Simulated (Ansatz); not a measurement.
## Calculated field gradients at the nuclei for SiO₂

The cell is a Materials Project structure (computed, not necessarily an observed phase), taken as it stands.

Space group I4/mmm (No. 139); a = 8.9441, c = 5.2235 Å.

```csv
site,Wyckoff,site symmetry,x,y,z
Si,8h,m.2m,0.1769,0.1769,0.0000
O5,8f,..2/m,0.2500,0.2500,0.2500
O9,8i,m2m.,0.2085,0.0000,0.0000
```

One atom of each set is listed; the run and its k-mesh use a cell of 12 atoms with edges of 6.84, 6.84, 6.84 Å.

All values are calculated (Ansatz; DFT, r2SCAN, plane waves and PAW (field gradients read without the response of the frozen cores, which leaves them typically 4 to 6 % off), scalar-relativistic, 500 eV cutoff, Γ-centred 5×5×5 k-points, Fermi–Dirac smearing 0.02 eV), not measured.

Conventions: |V_zz| ≥ |V_yy| ≥ |V_xx|, η = (V_xx − V_yy)/V_zz, C_Q = eQV_zz/h.

O-17: I = 5/2, Q = -25.58 mb. Quadrupole moments are those of Pyykkö's year-2017 table.

**Question.** What field gradients does the calculation give at each kind of site?

**Answer.** 

| site | atoms | first shell | V_zz (10²¹ V/m²) | η | C_Q (MHz) |
| --- | --- | --- | --- | --- | --- |
| Si | 4 | 4 O at 1.60–1.61 Å | 0.40 | 0.78 | – |
| O5 | 4 | 2 Si at 1.60 Å, angle 180° | 10.59 | 0.00 | -6.55 |
| O9 | 4 | 2 Si at 1.61 Å, angle 160° | 10.13 | 0.05 | -6.27 |

At O5 and O9 V_zz points along the line of its two bonds (within 1°) in each case.

Si has no stable isotope with a ground-state quadrupole moment in the table, so no C_Q is given.

The run took 32 s of wall time (32 s of CPU time) and 1.1 GiB at its peak, on 1 thread of Intel Xeon Platinum 8259CL CPU @ 2.50GHz (Skylake/Cascade Lake) (x86_64; 16 cores open to the job, memory cap 3.0 GiB, no GPU), a shared host with a load of 0.6 a core.
